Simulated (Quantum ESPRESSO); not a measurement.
# Au (Fm-3m) in Quantum ESPRESSO: further runs

One crystal, Au, is run at these levels: AM05; tasks: single point, equation of state.

Program: Quantum ESPRESSO 7.5. These are calculated values, not measurements. Logs are shortened: lines on timing, memory, paths and dates and some standing lists are left out, and cuts for length are marked.

**The experiment to reproduce.**

“Exploring toroidal anvil profiles for larger sample volumes above 4 Mbar”, 2024, pmc:11102561 quotes, for a bulk crystal of Au: bulk modulus 167 GPa.

The results are compared with them further down.

### Step 1. The crystal as given

Symmetry: Fm-3m, No. 225, cubic system. Conventional cell: a = 4.070 Å, b = 4.070 Å, c = 4.070 Å, α = 90.00°, β = 90.00°, γ = 90.00°. Around Au (site symmetry m-3m) lie 12 Au at 2.88 Å.

### Step 2. Single point, AM05, spin-orbit coupling, no magnetisation, 15.84 Å³/atom

pw.in reads:

```
&CONTROL
  calculation = 'scf'
  prefix = 'pwscf'
  outdir = './tmp'
  pseudo_dir = './pseudo'
  tprnfor = .true.
  tstress = .true.
  disk_io = 'nowf'
/
&SYSTEM
  ibrav = 0
  nat = 1
  ntyp = 1
  ecutwfc = 76
  nbnd = 32
  input_dft = 'XC-000I-000I-120L-135L-000I-000I'
  occupations = 'smearing'
  smearing = 'fd'
  degauss = 0.00367493
  noncolin = .true.
  lspinorb = .true.
/
&ELECTRONS
  conv_thr = 2d-10
  electron_maxstep = 120
  mixing_beta = 0.5
/
ATOMIC_SPECIES
Au   196.9666 Au.upf
CELL_PARAMETERS angstrom
   0.0000000000    1.9934577312    1.9934577312
   1.9934577312    0.0000000000    1.9934577312
   1.9934577312    1.9934577312    0.0000000000
ATOMIC_POSITIONS crystal
Au     0.0000000000    0.0000000000    0.0000000000
K_POINTS automatic
11 11 11 0 0 0
```

Potentials or basis: PseudoDojo 0.4 FR PBE standard.

The run is started by

```sh
OMP_NUM_THREADS=1 pw.x -in pw.in > pw.out
```

pw.out:

```text
This program is part of the open-source Quantum ESPRESSO suite
     for quantum simulation of materials; please cite
         "P. Giannozzi et al., J. Phys.:Condens. Matter 21 395502 (2009);
         "P. Giannozzi et al., J. Phys.:Condens. Matter 29 465901 (2017);
         "P. Giannozzi et al., J. Chem. Phys. 152 154105 (2020);
     in publications or presentations arising from this work. More details at

     IMPORTANT: XC functional enforced from input :
     Exchange-correlation= XC-000I-000I-120L-135L-000I-000I
                           (   0   0 120 135   0   0   0)
     Any further DFT definition will be discarded
     Please, verify this is what you really want

     Message from routine setup:
     using ibrav=0 with symmetry is DISCOURAGED, use correct ibrav instead

     G-vector sticks info
     --------------------
     sticks:   dense  smooth     PW     G-vecs:    dense   smooth      PW
     Sum         595     595    187                 9577     9577    1687

     Using Slab Decomposition

     bravais-lattice index     =            0
     lattice parameter (alat)  =       5.3275  a.u.
     unit-cell volume          =     106.9172 (a.u.)^3
     number of atoms/cell      =            1
     number of atomic types    =            1
     number of electrons       =        19.00
     number of Kohn-Sham states=           32
     kinetic-energy cutoff     =      76.0000  Ry
     charge density cutoff     =     304.0000  Ry
     scf convergence threshold =      2.0E-10
     mixing beta               =       0.5000
     number of iterations used =            8  plain     mixing
     Exchange-correlation= XC-000I-000I-120L-135L-000I-000I
                           (   0   0 120 135   0   0   0)
     Non magnetic calculation with spin-orbit

     celldm(1)=   5.327469  celldm(2)=   0.000000  celldm(3)=   0.000000
     celldm(4)=   0.000000  celldm(5)=   0.000000  celldm(6)=   0.000000

     crystal axes: (cart. coord. in units of alat)
               a(1) = (   0.000000   0.707107   0.707107 )
               a(2) = (   0.707107   0.000000   0.707107 )
               a(3) = (   0.707107   0.707107   0.000000 )

     reciprocal axes: (cart. coord. in units 2 pi/alat)
               b(1) = ( -0.707107  0.707107  0.707107 )
               b(2) = (  0.707107 -0.707107  0.707107 )
               b(3) = (  0.707107  0.707107 -0.707107 )

     PseudoPot. # 1 for Au read from file:
     Au.upf
     Pseudo is Norm-conserving + core correction, Zval = 19.0
     Generated using ONCVPSP code by D. R. Hamann
     Using radial grid of 1356 points, 12 beta functions with:
                l(1) =   0
                l(2) =   0
                l(3) =   1
                l(4) =   1
                l(5) =   1
                l(6) =   1
                l(7) =   2
                l(8) =   2
                l(9) =   2
               l(10) =   2
               l(11) =   3
               l(12) =   3

     atomic species   valence    mass     pseudopotential
     Au               19.00   196.96660     Au( 1.00)

     48 Sym. Ops., with inversion, found

   Cartesian axes

     site n.     atom                  positions (alat units)
         1        Au     tau(   1) = (   0.0000000   0.0000000   0.0000000  )

     number of k points=    56  Fermi-Dirac smearing, width (Ry)=  0.0037
                       cart. coord. in units 2pi/alat
        k(    1) = (   0.0000000   0.0000000   0.0000000), wk =   0.0007513
        k(    2) = (   0.0642824   0.0642824  -0.0642824), wk =   0.0060105
        k(    3) = (   0.1285649   0.1285649  -0.1285649), wk =   0.0060105
        k(    4) = (   0.1928473   0.1928473  -0.1928473), wk =   0.0060105
        k(    5) = (   0.2571297   0.2571297  -0.2571297), wk =   0.0060105
        k(    6) = (   0.3214122   0.3214122  -0.3214122), wk =   0.0060105
[... 48 lines left out ...]
        k(   55) = (  -0.0642824  -0.4499770   0.7071068), wk =   0.0180316
        k(   56) = (   0.0000000  -0.3856946   0.6428243), wk =   0.0180316

     Dense  grid:     9577 G-vectors     FFT dimensions: (  30,  30,  30)

     WARNING: libxc functional with ID  120 depends
      on external parameters: check the user_guide of
      QE if you need to modify them or to check their
      default values.

     WARNING: libxc functional with ID  135 depends
      on external parameters: check the user_guide of
      QE if you need to modify them or to check their
      default values.

     Initial potential from superposition of free atoms

     starting charge      18.9999, renormalised to      19.0000
     Starting wfcs are   20 randomized atomic wfcs +   12 random wfcs

     Self-consistent Calculation

     iteration #  1     ecut=    76.00 Ry     beta= 0.50
     Davidson diagonalization with overlap
     ethr =  1.00E-02,  avg # of iterations =  5.6

     Threshold (ethr) on eigenvalues was too large:
     Diagonalizing with lowered threshold

     Davidson diagonalization with overlap
     ethr =  4.45E-04,  avg # of iterations =  1.2

     total energy              =    -294.84519651 Ry
     estimated scf accuracy    <       0.08493048 Ry
[... 43 lines left out ...]
     iteration #  8     ecut=    76.00 Ry     beta= 0.50
     Davidson diagonalization with overlap
     ethr =  5.05E-12,  avg # of iterations =  1.0

     End of self-consistent calculation

          k = 0.0000 0.0000 0.0000 (  1243 PWs)   bands (ev):

   -82.7889 -82.7889 -46.4272 -46.4272 -29.8536 -29.8536 -29.8536 -29.8536
    11.9336  11.9336  16.9645  16.9645  16.9645  16.9645  18.1254  18.1254
    19.5418  19.5418  19.5418  19.5418  36.8895  36.8895  40.5951  40.5951
    41.5487  41.5487  41.5487  41.5487  46.4399  46.4399  50.6002  50.6002
[... 150 lines left out ...]
   -82.7728 -82.7728 -46.4820 -46.4820 -30.0775 -30.0775 -29.9389 -29.9389
    15.3576  15.3576  16.7637  16.7637  17.3034  17.3034  18.4602  18.4602
    19.4589  19.4589  21.8848  21.8848  31.3682  31.3682  35.3323  35.3323
    39.1222  39.1222  42.7915  42.7915  44.0351  44.0351  48.6998  48.6998

          k = 0.0000-0.2571 0.2571 (  1199 PWs)   bands (ev):

   -82.7770 -82.7770 -46.4677 -46.4677 -30.0234 -30.0234 -29.9128 -29.9128
    14.6443  14.6443  16.5941  16.5941  17.2373  17.2373  18.7069  18.7069
    18.9037  18.9037  20.8140  20.8140  34.2201  34.2201  36.5027  36.5027
    40.4433  40.4433  41.9131  41.9131  45.3021  45.3021  48.0051  48.0051
[... 66 lines left out ...]
   -82.7659 -82.7659 -46.5054 -46.5054 -30.1285 -30.1285 -30.0185 -30.0185
    15.4874  15.4874  16.2097  16.2097  18.1491  18.1491  19.4507  19.4507
    20.6075  20.6075  26.2934  26.2934  27.9138  27.9138  30.3942  30.3942
    36.1621  36.1621  40.5528  40.5528  47.9813  47.9813  48.8606  48.8606

          k = 0.6428-0.0000 0.0000 (  1190 PWs)   bands (ev):

   -82.7656 -82.7656 -46.5061 -46.5061 -30.1483 -30.1483 -30.0007 -30.0007
    14.7896  14.7896  15.1228  15.1228  20.3703  20.3703  20.5210  20.5210
    21.5965  21.5965  22.6223  22.6223  29.7849  29.7849  32.3637  32.3637
    33.7378  33.7378  40.4883  40.4883  43.2604  43.2604  50.3155  50.3155

          k =-0.0000-0.6428 0.6428 (  1182 PWs)   bands (ev):

   -82.7652 -82.7652 -46.5077 -46.5077 -30.1499 -30.1499 -30.0082 -30.0082
    14.8802  14.8802  15.2086  15.2086  20.0273  20.0273  20.3647  20.3647
    21.3591  21.3591  24.1450  24.1450  28.8076  28.8076  31.8587  31.8587
    33.5265  33.5265  41.1937  41.1937  43.5870  43.5870  49.9184  49.9184

          k = 0.2571 0.1286 0.0000 (  1204 PWs)   bands (ev):

   -82.7806 -82.7806 -46.4554 -46.4554 -29.9710 -29.9710 -29.8965 -29.8965
    13.7882  13.7882  16.5578  16.5578  17.3040  17.3040  18.6683  18.6683
    19.0106  19.0106  20.0683  20.0683  36.5022  36.5022  38.0599  38.0599
    40.3851  40.3851  41.6424  41.6424  45.2162  45.2162  47.2620  47.2620
[... 52 lines left out ...]
   -82.7692 -82.7692 -46.4943 -46.4943 -30.1087 -30.1087 -29.9766 -29.9766
    15.8829  15.8829  16.5770  16.5770  17.1987  17.1987  18.8591  18.8591
    20.0306  20.0306  23.3822  23.3822  29.6105  29.6105  33.4805  33.4805
    37.6177  37.6177  41.6020  41.6020  45.3824  45.3824  49.4808  49.4808

          k = 0.0000-0.2571 0.3857 (  1203 PWs)   bands (ev):

   -82.7724 -82.7724 -46.4836 -46.4836 -30.0749 -30.0749 -29.9503 -29.9503
    15.6675  15.6675  16.4247  16.4247  17.0159  17.0159  18.9237  18.9237
    19.4270  19.4270  21.9395  21.9395  32.2432  32.2432  34.4680  34.4680
    38.6311  38.6311  43.0940  43.0940  43.6197  43.6197  49.2861  49.2861

          k = 0.5143 0.1286 0.0000 (  1191 PWs)   bands (ev):

   -82.7689 -82.7689 -46.4950 -46.4950 -30.1054 -30.1054 -29.9832 -29.9832
    15.2903  15.2903  15.6117  15.6117  18.3201  18.3201  20.0154  20.0154
    20.3612  20.3612  22.0725  22.0725  31.9187  31.9187  34.0289  34.0289
    35.4016  35.4016  41.7839  41.7839  42.7610  42.7610  49.4760  49.4760
[... 10 lines left out ...]
   -82.7660 -82.7660 -46.5049 -46.5049 -30.1255 -30.1255 -30.0190 -30.0190
    15.6616  15.6616  16.2617  16.2617  17.7666  17.7666  19.3788  19.3788
    20.7246  20.7246  26.4940  26.4940  27.3273  27.3273  31.3855  31.3855
    35.0682  35.0682  41.7466  41.7466  47.2781  47.2781  48.5560  48.5560

          k = 0.0000-0.3857 0.5143 (  1189 PWs)   bands (ev):

   -82.7669 -82.7669 -46.5019 -46.5019 -30.1186 -30.1186 -30.0094 -30.0094
    16.0021  16.0021  16.5370  16.5370  17.2563  17.2563  19.1229  19.1229
    20.3211  20.3211  24.9438  24.9438  29.8026  29.8026  30.4524  30.4524
    36.4548  36.4548  41.5969  41.5969  46.3087  46.3087  50.0368  50.0368
[... 31 lines left out ...]
   -82.7655 -82.7655 -46.5066 -46.5066 -30.1245 -30.1245 -30.0292 -30.0292
    15.6901  15.6901  16.0192  16.0192  17.7960  17.7960  19.5925  19.5925
    21.0074  21.0074  26.1076  26.1076  28.8482  28.8482  30.9547  30.9547
    33.0710  33.0710  44.3823  44.3823  45.1061  45.1061  47.9142  47.9142

          k = 0.0000-0.3857 0.6428 (  1193 PWs)   bands (ev):

   -82.7654 -82.7654 -46.5071 -46.5071 -30.1191 -30.1191 -30.0376 -30.0376
    15.8990  15.8990  16.4586  16.4586  17.2582  17.2582  19.2835  19.2835
    20.9876  20.9876  27.1406  27.1406  28.5250  28.5250  30.0146  30.0146
    33.2297  33.2297  44.2885  44.2885  46.2357  46.2357  48.3786  48.3786

     the Fermi energy is    22.6369 ev

!    total energy              =    -294.86577544 Ry
     estimated scf accuracy    <          6.5E-11 Ry
     smearing contrib. (-TS)   =      -0.00026200 Ry
     internal energy E=F+TS    =    -294.86551344 Ry

     The total energy is F=E-TS. E is the sum of the following terms:
     one-electron contribution =     -73.97253530 Ry
     hartree contribution      =      48.98312629 Ry
     xc contribution           =     -50.19253157 Ry
     ewald contribution        =    -219.68357285 Ry

     convergence has been achieved in   8 iterations

     Forces acting on atoms (cartesian axes, Ry/au):

     atom    1 type  1   force =     0.00000000    0.00000000    0.00000000

     Total force =     0.000000     Total SCF correction =     0.000000

     Computing stress (Cartesian axis) and pressure

          total   stress  (Ry/bohr**3)                   (kbar)     P=      128.25
   0.00087185   0.00000000  -0.00000000          128.25        0.00       -0.00
   0.00000000   0.00087185  -0.00000000            0.00      128.25       -0.00
  -0.00000000  -0.00000000   0.00087185           -0.00       -0.00      128.25

=------------------------------------------------------------------------------=
   JOB DONE.
=------------------------------------------------------------------------------=
```

It took 59 s on 1 thread of AMD EPYC 7R43 (Zen 3), shared host; peak memory 0.11 GiB.

Results:

```
Free energy            : -4011.8533 eV
Pressure               : 12.8 GPa
Band gap on the k mesh : none (metal or under the smearing width)
```

Caveat: the potentials were made for another functional, which shifts forces and pressure.

### Step 3. Single point, AM05, spin-orbit coupling, no magnetisation, 16.18 Å³/atom

pw.in, as its differences from that of step 2:

```diff
@@ -30,5 +30,5 @@
 CELL_PARAMETERS angstrom
-   0.0000000000    1.9934577312    1.9934577312
-   1.9934577312    0.0000000000    1.9934577312
-   1.9934577312    1.9934577312    0.0000000000
+   0.0000000000    2.0074966285    2.0074966285
+   2.0074966285    0.0000000000    2.0074966285
+   2.0074966285    2.0074966285    0.0000000000
 ATOMIC_POSITIONS crystal
```

Potentials or basis: PseudoDojo 0.4 FR PBE standard.

The run is started by

```sh
OMP_NUM_THREADS=1 pw.x -in pw.in > pw.out
```

It took 55 s on 1 thread of AMD EPYC 7R43 (Zen 3), shared host; peak memory 0.11 GiB.

It converged, with:

```yaml
Free_energy: -4011.8750 eV
Pressure: 7.9 GPa
Band_gap_on_the_k_mesh: none (metal or under the smearing width)
```

Caveat: the potentials were made for another functional, which shifts forces and pressure.

### Step 4. Single point, AM05, spin-orbit coupling, no magnetisation, 16.52 Å³/atom

pw.in, as its differences from that of step 3:

```diff
@@ -30,5 +30,5 @@
 CELL_PARAMETERS angstrom
-   0.0000000000    2.0074966285    2.0074966285
-   2.0074966285    0.0000000000    2.0074966285
-   2.0074966285    2.0074966285    0.0000000000
+   0.0000000000    2.0213418704    2.0213418704
+   2.0213418704    0.0000000000    2.0213418704
+   2.0213418704    2.0213418704    0.0000000000
 ATOMIC_POSITIONS crystal
```

The run is started by

```sh
OMP_NUM_THREADS=1 pw.x -in pw.in > pw.out
```

Run time: 52 s. Hardware: 1 thread of AMD EPYC 7R43 (Zen 3), shared host; peak memory 0.1 GiB.

It converged, with:

- Free energy: -4011.8870 eV
- Pressure: 3.6 GPa
- Band gap on the k mesh: none (metal or under the smearing width)

Caveat: the potentials were made for another functional, which shifts forces and pressure.

### Step 5. Single point, AM05, spin-orbit coupling, no magnetisation, 16.85 Å³/atom

pw.in, as its differences from that of step 4:

```diff
@@ -30,5 +30,5 @@
 CELL_PARAMETERS angstrom
-   0.0000000000    2.0213418704    2.0213418704
-   2.0213418704    0.0000000000    2.0213418704
-   2.0213418704    2.0213418704    0.0000000000
+   0.0000000000    2.0350000000    2.0350000000
+   2.0350000000    0.0000000000    2.0350000000
+   2.0350000000    2.0350000000    0.0000000000
 ATOMIC_POSITIONS crystal
```

The run is started by

```sh
OMP_NUM_THREADS=1 pw.x -in pw.in > pw.out
```

Wall time 63 s (1 thread of AMD EPYC 7R43 (Zen 3), shared host); peak memory 0.11 GiB.

The run converged. Its results:

```yaml
Free_energy: -4011.8905 eV
Pressure: -0.2 GPa
Band_gap_on_the_k_mesh: none (metal or under the smearing width)
```

Caveat: the potentials were made for another functional, which shifts forces and pressure.

### Step 6. Single point, AM05, spin-orbit coupling, no magnetisation, 17.19 Å³/atom

pw.in, as its differences from that of step 5:

```diff
@@ -30,5 +30,5 @@
 CELL_PARAMETERS angstrom
-   0.0000000000    2.0350000000    2.0350000000
-   2.0350000000    0.0000000000    2.0350000000
-   2.0350000000    2.0350000000    0.0000000000
+   0.0000000000    2.0484772140    2.0484772140
+   2.0484772140    0.0000000000    2.0484772140
+   2.0484772140    2.0484772140    0.0000000000
 ATOMIC_POSITIONS crystal
```

Potentials or basis: PseudoDojo 0.4 FR PBE standard.

The run is started by

```sh
OMP_NUM_THREADS=1 pw.x -in pw.in > pw.out
```

Wall time 75 s (1 thread of AMD EPYC 7R43 (Zen 3), shared host); peak memory 0.11 GiB.

The run converged. Its results:

* Free energy: -4011.8866 eV
* Pressure: -3.5 GPa
* Band gap on the k mesh: none (metal or under the smearing width)

Caveat: the potentials were made for another functional, which shifts forces and pressure.

### Step 7. Single point, AM05, spin-orbit coupling, no magnetisation, 17.53 Å³/atom

pw.in, as its differences from that of step 6:

```diff
@@ -30,5 +30,5 @@
 CELL_PARAMETERS angstrom
-   0.0000000000    2.0484772140    2.0484772140
-   2.0484772140    0.0000000000    2.0484772140
-   2.0484772140    2.0484772140    0.0000000000
+   0.0000000000    2.0617793868    2.0617793868
+   2.0617793868    0.0000000000    2.0617793868
+   2.0617793868    2.0617793868    0.0000000000
 ATOMIC_POSITIONS crystal
```

The run is started by

```sh
OMP_NUM_THREADS=1 pw.x -in pw.in > pw.out
```

Run time: 75 s. Hardware: 1 thread of AMD EPYC 7R43 (Zen 3), shared host; peak memory 0.12 GiB.

The run converged. Its results:

- Free energy: -4011.8761 eV
- Pressure: -6.4 GPa
- Band gap on the k mesh: none (metal or under the smearing width)

Caveat: the potentials were made for another functional, which shifts forces and pressure.

### Step 8. Single point, AM05, spin-orbit coupling, no magnetisation, 17.87 Å³/atom

pw.in, as its differences from that of step 7:

```diff
@@ -30,5 +30,5 @@
 CELL_PARAMETERS angstrom
-   0.0000000000    2.0617793868    2.0617793868
-   2.0617793868    0.0000000000    2.0617793868
-   2.0617793868    2.0617793868    0.0000000000
+   0.0000000000    2.0749120936    2.0749120936
+   2.0749120936    0.0000000000    2.0749120936
+   2.0749120936    2.0749120936    0.0000000000
 ATOMIC_POSITIONS crystal
```

The run is started by

```sh
OMP_NUM_THREADS=1 pw.x -in pw.in > pw.out
```

Run time: 77 s. Hardware: 1 thread of AMD EPYC 7R43 (Zen 3), shared host; peak memory 0.13 GiB.

It converged, with:

```
Free energy            : -4011.8600 eV
Pressure               : -8.9 GPa
Band gap on the k mesh : none (metal or under the smearing width)
```

Caveat: the potentials were made for another functional, which shifts forces and pressure.

### Step 9. Equation of state, AM05, spin-orbit coupling, no magnetisation

Potentials or basis: PseudoDojo 0.4 FR PBE standard.

This step only gathers the single runs of the series.

Results:

```yaml
Equilibrium_volume: 16.84 Å³/atom
Bulk_modulus: 178 GPa
Pressure_derivative_of_the_bulk_modulus: 5.7
```

Energy against volume, from the lowest point:
```
volume (Å³/atom)  energy (meV/atom)
          15.843              37.27
          16.181              15.53
          16.518               3.51
          16.855               0.00
          17.192               3.95
          17.529              14.41
          17.866              30.55
```

Caveat: the potentials were made for another functional, which shifts forces and pressure.

### Step 10. Against experiment

Step 9. Measured bulk modulus of Au: 167 GPa (quoted in “Exploring toroidal anvil profiles for larger sample volumes above 4 Mbar”, 2024, pmc:11102561). This calculation gives 178 GPa (+6.5 %). The fit is for a static lattice scaled at fixed shape and fixed fractional positions.
